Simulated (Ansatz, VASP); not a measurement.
# Cross-check of Al26RuN27 (Ru_Al) between VASP and Ansatz

One calculation is typed for both programs; each brings its own data sets. How far apart do they land? The cell is taken from a series of runs on this material, whose earlier steps may have relaxed, scaled, displaced or heated it; both programs get it as it stands.

Program: Ansatz 0.2.0. Level of theory: plane waves, with VASP 6.6.1 beside it; single point at r2SCAN. Results are calculated unless marked as measured.

### Step 1. Starting point

The cell holds 54 atoms: 26 Al, 27 N and 1 Ru. Its edges and angles: a = 9.269 Å, b = 9.269 Å, c = 9.269 Å, α = 60.0°, β = 60.0°, γ = 60.0°. It derives from AlN (AlN (F-43m)). Nearest the centre at fractional (0.333, 0.667, 0.667): Ru54 at 0.22 Å, N41 at 2.00 Å, N43 at 2.00 Å, N35 at 2.05 Å, N44 at 2.09 Å, Al17 at 3.08 Å, Al25 at 3.09 Å, Al23 at 3.09 Å.

Structure file:

```xyz
54
Lattice="0.0000 6.5542 6.5542 6.5542 0.0000 6.5542 6.5542 6.5542 0.0000" Properties=species:S:1:pos:R:3 pbc="T T T"
Al   13.0976    6.5525    6.5552
Al    8.7273    2.1799    6.5539
Al    4.3735   10.8864    6.5536
Al    8.7311   13.1028    8.7352
Al    4.3673    8.7328    8.7309
Al    6.5276    4.3671    2.1763
Al    4.3767    6.5671   10.8987
Al    6.5332    2.1795    4.3805
Al    8.6881   10.8797   10.8866
Al    6.5572    8.7424    2.1917
Al    2.1910    4.3637    2.1955
Al    4.3812    6.5502    2.2353
Al    2.2117    2.1906    4.3607
Al    4.3682    4.3693    4.3826
Al    6.5410    6.5348    4.3668
Al    4.3742    2.2020    6.5578
Al    6.5599    4.3770    6.5699
Al    0.0047    4.3659    4.3634
Al    8.7286    6.5523   10.9317
Al   10.9151    8.7338   10.9214
Al    8.7321   10.9227    6.5588
Al    4.3672    6.5486    6.5575
Al    6.5464    8.7301    6.5625
Al   10.9219   10.9180    8.7439
Al    6.5564    6.5498    8.7388
Al    8.6996    8.7679    8.7875
N     1.0858    1.0891    1.0961
N     3.2775    3.2726    1.0903
N     5.4292    5.4681    1.0881
N     3.2809    1.0915    3.2617
N     5.4512    3.2765    3.2808
N     7.6268    5.4552    3.2640
N     5.4513    1.0888    5.4732
N     7.6292    3.2691    5.4672
N     9.8652    5.3508    5.3292
N     1.1060    3.2734    3.2874
N     3.2807    5.4623    3.2979
N     5.4713    7.6490    3.2913
N     3.2803    3.2882    5.4735
N     5.4643    5.4601    5.4718
N     7.5976    7.7015    5.3818
N     5.4673    3.2792    7.6554
N     7.6033    5.3997    7.7290
N     9.8937    7.7676    7.7981
N     1.0859    5.4612    5.4722
N     3.2747    7.6461    5.4684
N     5.4678    9.8245    5.4580
N     3.2750    5.4592    7.6528
N     5.4641    7.6445    7.6483
N     7.6315    9.8337    7.6514
N     5.4649    5.4619    9.8357
N     7.6291    7.6499    9.8533
N     9.8237    9.8322    9.8397
Ru    8.9334    6.6306    6.4910
```

### Step 2. Ansatz: single point, r2SCAN

Ansatz runs on its PAW soft_1 files.

A single point gives forces, pressure and levels at one fixed geometry, so differences don't come from the geometry; what else differs is listed under the comparison.

Contents of input.yaml:

```yaml
crystal:
  checkpoint: "../q0_M3.relax.run"
  host: checkpoint
basis:
  ecutwfc: 500
  xc_grid: 2
hamiltonian:
  xc: r2scan
  pseudopotentials: { kind: paw, azcp: { folder: soft_1 } }
kpoints:
  mp_grid: { grid: [2, 2, 2], shift: [0.5, 0.5, 0.5] }
magnetization:
  spin_polarized: true
  initial_magnetization: 3
  spin_locking: { lock_magnetization: hard }
scf:
  occupations: { method: fermi_dirac, width: 0.01 }
  max_iter: 100
output:
  forces: true
  eigenvalues: true
  charged_corrections:
    epsilon: 4.64
    static_epsilon: 8.51
    defect_position: [0.333333, 0.666667, 0.666667]
  eigenstates: { localisation: true }
  populations: true
  efg: {}
checkpoint:
  read: "../q0_M3.relax.run"
  write: "../q0_M3.point.run"
  compress: false
  write_wavefunctions: false
  write_every: 100000
```

Started as:

```bash
$ ansatz run input.yaml --threads 4 --pin off --max-ram 7536MiB --backend cpu --events-out ev --progress --plain --runs-dir out
```

Numbers of over 12 decimals in the logs are rounded to 6 here.

What it wrote:

```text
Warning: This run holds its total moment fixed (magnetization.spin_locking.lock_magnetization: hard) and mixes its density by anderson or broyden (scf.mixing.algorithm, typed or taken by auto). Slabs with a fixed moment have converged under broyden above another state at the same moment, at the default mixing steps and at smaller ones, and under scf.lower_state_search: standard, light or off a state that such a mixer [...]
crystal.checkpoint: the structure is that of <dir>, a `relax` run, at its step 9: its result, under r2scan at a charge of 0 e; 54 atoms read, 1 with a starting moment; crystal.structure_sha256 for this input is
Ru: output.efg is read without spin–orbit coupling, which moves field gradients at and beside such atoms by some per cent and up to a factor of two; PAW files take it under magnetization.noncollinear and magnetization.spin_orbit
Engine: ansatz 0.2.0, aarch64-unknown-linux-gnu
Pseudopotentials: kind: paw
Pseudopotential: Al, paw, valence charge 3, recommended cutoff 500 eV (meta_gga), soft_1/Al.paw.azcp
Pseudopotential: N, paw, valence charge 5, recommended cutoff 500 eV (meta_gga), soft_1/N.paw.azcp
Pseudopotential: Ru, paw, valence charge 16, recommended cutoff 500 eV (meta_gga), soft_1/Ru.paw.azcp
Functional definition: r2SCAN
  parameter k0 = 0.174
  parameter k1 = 0.065
  parameter a1 = 4.9479
  exchange = r2scan_x(k0 = k0, k1 = k1, a1 = a1)
  correlation = r2scan_c
Crystal: 54 atoms, lattice volume = 563.102 Å³
Basis set: ecut = 500 eV, 14331 PW (Γ), exchange–correlation on 144×144×144 points (8 copies of the dense FFT grid, shifted against one another)
Bands: 170, of which v1, the nominal top of the filled ones, is band 115 counted from 1 (114 counted from 0)
Symmetry: 1 space group operations
Space group: P1 (ITA 1), of the structure as read, at distance tolerance 8.3e-5 Å
Magnetic group: BNS 1.1 (UNI 1), of the structure as read, at distance tolerance 8.3e-5 Å
k-points: 4 of 8 (time reversal used)
Non-local potential: Al, projectors of the file, l = 0: 2, l = 1: 2, l = 2: 1
Non-local potential: N, projectors of the file, l = 0: 2, l = 1: 2, l = 2: 1
Non-local potential: Ru, projectors of the file, l = 0: 3, l = 1: 2, l = 2: 2, l = 3: 1
PAW form: soft (Blöchl's): semilocal exchange-correlation on the pseudo side does not see the compensation charge
PAW frozen core: Al, regenerated for the run's functional (the file was generated under x = pbe(κ = 0.804, μ = 0.219515), c = pbe(β = 0.066725))
PAW frozen core: N, regenerated for the run's functional (the file was generated under x = pbe(κ = 0.804, μ = 0.219515), c = pbe(β = 0.066725))
PAW frozen core: Ru, regenerated for the run's functional (the file was generated under x = pbe(κ = 0.804, μ = 0.219515), c = pbe(β = 0.066725))
PAW one-centre angular grid: Al, 302 points (default); XC on 160 Gauss nodes
PAW one-centre angular grid: N, 302 points (default); XC on 160 Gauss nodes
PAW one-centre angular grid: Ru, 590 points (default); XC on 160 Gauss nodes
Initial density: read from a saved state, or passed on in memory by an earlier SCF of this step, an earlier step, the calling program or the single point that the run made first
Stability of the state it starts from, as read at its close in the collinear treatment: not read, because the mixer in use, unlike msr1, does not test its closes by its own steps (another_mixer); its run was given moments
Starting moments: Σ|m| = 3 μB on 1 of 54 sites; this step starts from the density that it was given
Initial wavefunctions: pseudopotential atomic-orbital guess — the wavefunctions supplied were not used: k-point sampling differs
Functional: x = r2scan, c = r2scan; τ floored in thin density (d = 2e-4 eV/Å³)
iter 1 solved again at ethr=2.69e-5 eV; its pass at ethr=3.10e-3 eV (dr2=6.15e-2 eV) is discarded
SCF iter   1: F=—  HF=-30410.916118 eV  |F-HF|=—  |Δ(HF+E_count)|=         —  Δρ=1.98e-3 (↑1.98e-3 ↓1.83e-3)  dr2=6.48e-2  dr2_τ=1.49e-3  dr2_m=2.28e-3  M=3.000 μB ∫|m|=3.119 μB  β_m=1.20  ethr=2.69e-5  ⟨swp⟩=9.0  Hψ=9990  notcnv=0  defer=4
preconditioner: auto → Resta (q_TF=auto, 2.348 Å⁻¹)  ε∞=3.8  [insulator: Δε(μ)=0.463 eV  Ē_g=13.978 eV  σ=0.010 eV  W_gap=1.00  n_scr=136 (ndim 8)  ℏωp=23.3 eV  f_vac=0.000  D(μ)=0.00/eV (n_scr^D=0)  ε∞_Penn≈3.8]
spin=Collinear: Resta preconditioning applied to the charge; magnetization (m = ρ↑ − ρ↓) channel mixes plain (no charge-response kernel on spin).
[...]
atom  53  Al V_zz =    -0.673660   η = 0.7264   by run symmetry: allowed
            electrostatic potential = -1231.416737 V   contact ρ = 10108.302150 e/Å³   contact ρ_s (e/Å³): all electrons +0.030931, valence +0.030197
  atom  54  N  V_zz =    -1.084618   η = 0.3974   by run symmetry: allowed
            electrostatic potential = -517.094567 V   contact ρ = 1410.995872 e/Å³   contact ρ_s (e/Å³): all electrons +0.159142, valence +0.179487
--- Band table (eV; the first three rows and the last of 8) ---
  k-point 0 ↑: bands = [... 111 lower, 6.9089, 7.5442, 8.1260, 9.0932, 9.1353, 9.8463, 12.2126, 12.2833, ... 51 higher]
  k-point 1 ↑: bands = [... 111 lower, 6.8779, 7.5586, 8.2434, 8.7944, 9.1260, 9.8057, 11.6628, 12.5470, ... 51 higher]
  k-point 2 ↑: bands = [... 111 lower, 6.8454, 7.5566, 8.2237, 8.9286, 9.1259, 9.6699, 11.6590, 12.5331, ... 51 higher]
  k-point 3 ↓: bands = [... 111 lower, 6.8835, 8.8691, 9.7367, 10.1403, 10.6539, 10.6989, 11.7246, 12.6059, ... 51 higher]
--- Löwdin populations: 54 sites ---
  site symbol       q [e]    m [muB]
     0     Al      1.8888     0.0011
     1      N      6.0469     0.0005
     2     Al      1.8860    -0.0001
     3      N      6.0495     0.0015
     4     Al      1.9097     0.0083
     5      N      6.0439     0.0010
     6     Al      1.8849     0.0007
     7      N      6.0525     0.0101
     8     Al      1.8904     0.0013
     9      N      6.0459     0.0009
    10     Al      1.8929     0.0009
    11      N      6.0505     0.0031
    12     Al      1.9161     0.0254
    13      N      6.0489     0.0174
    14     Al      1.8910     0.0021
    15      N      6.0516     0.0028
    16     Al      1.8986     0.0135
    17      N      5.9245     0.1719
    18     Al      1.8841    -0.0003
    19      N      6.0518     0.0114
    20     Al      1.9087     0.0055
    21      N      6.0500     0.0016
    22     Al      1.9094     0.0091
    23      N      6.0494     0.0041
[...]
46     Al      1.8983     0.0074
    47      N      6.0487     0.0027
    48     Al      1.8828    -0.0011
    49      N      6.0492     0.0161
    50     Al      1.9025     0.0050
    51      N      6.0513     0.0031
    52     Al      1.9034     0.0142
    53      N      6.0574     0.0249
  spilling = 0.007882 (of n_electrons = 229.000000)
```

### Step 3. VASP: single point, r2SCAN

The same cell, functional, mesh and smearing now go to VASP, with its own data sets.

Lines of VASP's logs that name or quote its potential files are left out, and so is its time.

Contents of INCAR:

```
SYSTEM = Al26RuN27
PREC = Accurate
ENCUT = 580
EDIFF = 1E-06
NELM = 200
ISMEAR = -1
SIGMA = 0.01
LREAL = Auto
ALGO = Normal
METAGGA = R2SCAN
LASPH = .TRUE.
NBANDS = 152
ISPIN = 2
MAGMOM = 0 0 0 0 0 0 0 0 0 -0 0 0 0 0 0 0 0 0 0 0 0 0 0 -0 0 0 0 0 0 0.01 0 0 0.01 0 0.11 0.01 0 0 0.01 0 0.03 0.01 0.14 0.13 0 -0 0 0 0 0 0.01 0 0.02 1.37
LMAXMIX = 4
LORBIT = 11
LWAVE = .FALSE.
LCHARG = .FALSE.
ISIF = 2
ISYM = 0
NUPDOWN = 3
GGA_COMPAT = .FALSE.
LMIXTAU = .TRUE.
KPAR = 4
```

Contents of POSCAR:

```
Al26RuN27
1.0
    0.0000000000      6.5541898631      6.5541898631
    6.5541898631      0.0000000000      6.5541898631
    6.5541898631      6.5541898631      0.0000000000
Al N Ru
26 27 1
Direct
    0.0007628491      0.9993857858      0.9989730852
    0.0004981800      0.9994620050      0.3320948690
    0.9968084260      0.0030995786      0.6641759563
    0.9998915259      0.3328813200      0.9992517322
    0.9990867503      0.3330256012      0.3333063225
    0.0012108198      0.3308415861      0.6651017660
    0.9985275132      0.6643369230      0.0034374807
    0.0020469574      0.6663078377      0.3304826905
    0.9977041832      0.6633162363      0.6622605410
    0.3338972960      0.0004921787      0.9999677612
    0.3332337621      0.0017463649      0.3325488132
    0.3359893640      0.0050535115      0.6634064067
    0.3310544724      0.3342798584      0.0031691829
    0.3344180643      0.3342507221      0.3322259940
    0.3326535414      0.3335999451      0.6643848492
    0.3345655178      0.6659845541      0.0014079660
    0.3346734694      0.6677255492      0.3331469738
    0.6655689661      0.0001717761      0.0005516658
    0.6679219475      0.9999703082      0.3317850465
    0.6667545162      0.9995740467      0.6657900546
    0.6674625432      0.3332402879      0.9990522484
    0.6666602955      0.3338397710      0.3324877606
    0.6672194749      0.3340412408      0.6647707974
    0.6667511346      0.6673441843      0.9990568582
    0.6661583749      0.6671570638      0.3331739285
    0.6755835206      0.6651553929      0.6621712500
    0.0838703112      0.0833736530      0.0822940984
    0.0827959579      0.0835512408      0.4165125433
    0.0859770939      0.0800317655      0.7483172334
    0.0818038086      0.4158496567      0.0847288418
    0.0843764981      0.4161829805      0.4155368394
    0.0833411779      0.4146575765      0.7489877988
    0.0847248830      0.7503394875      0.0813952693
    0.0844522919      0.7497000446      0.4143229616
    0.0621598019      0.7509390510      0.7542320144
    0.4161289427      0.0854451924      0.0833068853
    0.4180090822      0.0851633142      0.4153932819
    0.4172141756      0.0849498259      0.7498241211
    0.4181614079      0.4169583682      0.0835281508
    0.4171138129      0.4177449987      0.4159603974
    0.4184889276      0.4026373642      0.7565666511
    0.4170795322      0.7509313587      0.0832362212
    0.4215202773      0.7577227037      0.4023390718
    0.4326983932      0.7570874685      0.7524363627
    0.7512379565      0.0836711715      0.0820070845
    0.7506536996      0.0836833931      0.4159489865
    0.7487268712      0.0840161203      0.7502314806
    0.7504399898      0.4171867507      0.0824917173
    0.7498073755      0.4171283984      0.4165460661
    0.7516987030      0.4157007125      0.7486743958
    0.7501052053      0.7505698093      0.0832349657
    0.7532654641      0.7500910784      0.4139156958
    0.7512859513      0.7499930294      0.7488501121
    0.3195098471      0.6708460060      0.6921536373
```

Contents of KPOINTS:

```
Points of the shifted mesh
8
Reciprocal
 0.2500000000  0.2500000000  0.2500000000 1
 0.2500000000  0.2500000000  0.7500000000 1
 0.2500000000  0.7500000000  0.2500000000 1
 0.2500000000  0.7500000000  0.7500000000 1
 0.7500000000  0.2500000000  0.2500000000 1
 0.7500000000  0.2500000000  0.7500000000 1
 0.7500000000  0.7500000000  0.2500000000 1
 0.7500000000  0.7500000000  0.7500000000 1
```

PAW data sets: Al, N and Ru_pv (PBE family, release 64).

Started as:

```bash
$ mpirun -np 8 vasp_std
```

What it wrote:

```text
[banner, memory and clock lines left out]
running    8 mpi-ranks, on    1 nodes
[...]
|                                                                             |
|           W    W    AA    RRRRR   N    N  II  N    N   GGGG   !!!           |
|           W    W   A  A   R    R  NN   N  II  NN   N  G    G  !!!           |
|           W    W  A    A  R    R  N N  N  II  N N  N  G       !!!           |
|           W WW W  AAAAAA  RRRRR   N  N N  II  N  N N  G  GGG   !            |
|           WW  WW  A    A  R   R   N   NN  II  N   NN  G    G                |
|           W    W  A    A  R    R  N    N  II  N    N   GGGG   !!!           |
|                                                                             |
|     For optimal performance we recommend to set                             |
|       NCORE = 2 up to number-of-cores-per-socket                            |
|     NCORE specifies how many cores store one orbital (NPAR=cpu/NCORE).      |
|     This setting can greatly improve the performance of VASP for DFT.       |
[...]
|                                                                             |
|     You enforced a specific xc type in the INCAR file but a different       |
|     [... a line on the potential file left out ...]
|     I HOPE YOU KNOW WHAT YOU ARE DOING!                                     |
|                                                                             |

 LDA part: xc-table for (None), standard interpolation
 POSCAR, INCAR and KPOINTS ok, starting setup
[...]
entering main loop
       N       E                     dE             d eps       ncg     rms          rms(c)
DAV:   1     0.102206716576E+04    0.10221E+04   -0.11867E+05  4960   0.153E+03
DAV:   2    -0.530242477278E+03   -0.15523E+04   -0.14797E+04  5992   0.318E+02
DAV:   3    -0.651379819792E+03   -0.12114E+03   -0.11987E+03  5856   0.951E+01
DAV:   4    -0.653431666823E+03   -0.20518E+01   -0.20430E+01  5640   0.131E+01
[...]
DAV:  16    -0.529261365808E+03   -0.58635E-04   -0.16195E-04  5632   0.415E-02    0.301E-02
DAV:  17    -0.529261367085E+03   -0.12770E-05   -0.24484E-05  5432   0.186E-02    0.156E-02
DAV:  18    -0.529261366748E+03    0.33628E-06   -0.85685E-06  5552   0.962E-03
   1 F= -.52926137E+03 E0= -.52926137E+03  d E =-.210751E-10  mag=     3.0000
```

OUTCAR, selected parts (step 3):

```text
  FREE ENERGIE OF THE ION-ELECTRON SYSTEM (eV)
  ---------------------------------------------------
  free  energy   TOTEN  =      -529.2613667483 eV

  energy  without entropy=     -529.2613667483  energy(sigma->0) =     -529.26136675

 magnetization (x)
# of ion       s       p       d       tot
------------------------------------------
    1        0.000   0.000   0.000   0.000
    2        0.000  -0.000   0.000   0.000
    3        0.002   0.003   0.000   0.005
    4        0.000   0.000   0.000   0.000
    5        0.000   0.000   0.000   0.000
    6        0.000   0.000   0.000   0.000
    7        0.001   0.003   0.000   0.005
    8        0.000   0.001   0.000   0.001
    9        0.001   0.003   0.000   0.004
   10       -0.000  -0.000   0.000  -0.000
   11       -0.001   0.000   0.000  -0.000
   12        0.001   0.003   0.000   0.004
   13       -0.000   0.001   0.000   0.001
[...]
--------------------------------------------------
tot          0.074   0.540   1.794   2.408
```

The cell holds one magnetic atom, so no antiferromagnetic order fits into it.

### Step 4. Differences

Known differences besides the potentials themselves: VASP starts from the moments at which Ansatz ended; VASP keeps PBE cores, Ansatz makes them for the functional; the data sets hold 229 valence electrons in Ansatz (on its PAW soft_1 files) and 227 in VASP; the cutoff is 500 eV in Ansatz and 580 eV in VASP (PREC = Accurate, projectors in real space); site moments are counted in spheres of each program's own size. Total energies have different zeros and are not compared.

The two programs side by side:

```tsv
quantity	Ansatz	VASP	difference
total moment, fixed by the input (μB)	3.00	3.00	0.00
moment on Ru54 (μB)	1.37	1.89	-0.52
moment on N43 (μB)	0.14	0.14	0.00
moment on N44 (μB)	0.13	0.12	+0.01
moment on N35 (μB)	0.11	0.10	+0.01
```

Forces on 7 of the 54 atoms, those with the largest forces and the largest differences (eV/Å; atoms numbered as in POSCAR):

```tsv
atom	Ansatz x, y, z	VASP x, y, z
Al10	0.077, 0.071, 0.054	0.078, 0.071, 0.048
Al16	0.082, 0.101, 0.025	0.083, 0.088, 0.029
Al20	0.050, 0.104, 0.087	0.046, 0.107, 0.086
N35	-0.035, -0.085, -0.018	0.010, -0.111, -0.043
N43	0.068, -0.038, -0.137	0.055, -0.047, -0.126
N44	-0.199, 0.062, -0.173	-0.161, 0.076, -0.156
Ru54	0.084, -0.030, 0.196	0.013, -0.005, 0.184
```

The forces differ by 9.1 meV/Å r.m.s., which is 17.6 % of the r.m.s. force of 0.052 eV/Å (both taken over all components).

### Step 5. What came out

* r.m.s. force difference (single point, r2SCAN): 9.1 meV/Å

In words: The r.m.s. force difference is 9.1 meV/Å (single point, r2SCAN), within the 12 meV/Å picked in this series as the mark of a large difference. The data sets hold unlike numbers of valence electrons (229 in Ansatz and 227 in VASP), so part of the differences comes from the potentials. How closely two codes agree says nothing of how well the functional describes the real material.

[Lines on the potential files, build, host, timing and source positions are cut from VASP's logs without a mark.]

[Logs are printed without paths, hosts, clocks, repeated set-up lines and the standing remarks that a program may print on its own settings, such as how far it seeks lower states.]

[Hosts, paths, dates, database ids (printed as entryN), source tags and the programs' standing remarks are cut or masked in the printed files.]
